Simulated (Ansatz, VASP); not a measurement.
# TiC in VASP and in Ansatz

The input INCAR:

```
SYSTEM = TiC
PREC = Accurate
ENCUT = 520
EDIFF = 1E-7
ISMEAR = -1
SIGMA = 0.05
LREAL = .False.
LASPH = .True.
NELM = 80
ALGO = Normal
ISIF = 2
LWAVE = .False.
LCHARG = .False.
GGA = PE
NBANDS = 15
```

File KPOINTS:

```
regular mesh
0
Gamma
  10 10 10
  0 0 0
```

The input POSCAR:

```
TiC
1.0
    2.9799891055      0.0000000000      0.0000000000
   -1.4899896548      2.5807391951      0.0000000000
    0.0000000000      0.0000000000      2.6428939337
Ti C
1 1
Direct
    0.0000000000      0.0000000000      0.5000000000
    0.3333300000      0.6666700000      0.0000000000
```

The input input.yaml:

```yaml
crystal:
  lattice:
    - [2.9799891055, 0.0, 0.0]
    - [-1.4899896548, 2.5807391951, 0.0]
    - [0.0, 0.0, 2.6428939337]
  atoms:
    - { symbol: Ti, position: [0.0, 0.0, 0.5] }
    - { symbol: C, position: [0.33333, 0.66667, 0.0] }
hamiltonian:
  xc: pbe
  pseudopotentials: { kind: paw }
kpoints:
  mp_grid: { grid: [10, 10, 10] }
scf:
  occupations: { method: fermi_dirac, width: 0.05 }
output:
  forces: true
  stress: true
  eigenvalues: true
  write_density: true
  write_potential: true
  elf: true
  volumetric_format: npy
```

The cell was built by a generator and needn't be a form met in nature.

Alike in both runs: task single point; functional PBE; k mesh 10 × 10 × 10; occupations fermi-dirac, width 0.05 eV; no spin polarisation.

|  | VASP | Ansatz |
| --- | --- | --- |
| version | VASP 6.6.1 | Ansatz 0.2.0 |
| potentials or method | VASP PAW PBE potentials, release 64 (Ti_sv, C) | Ansatz PAW |
| plane-wave cutoff (eV) | 520 | 420 |
| valence electrons in the cell | 16 | 16 |

```tsv
	VASP	Ansatz	Ansatz less VASP
gap on the k mesh at the Fermi level (eV)	none	none	-
pressure (GPa)	15.5	15.3	-0.12
largest component of the traceless stress (GPa)	2.13	2.14	+0.012
```

A gap of «none» marks a metal or a gap that the smearing closes.

Caveats: so large a pressure means that the cell lies far from this level's equilibrium, or that cutoff or potentials fall short (VASP).
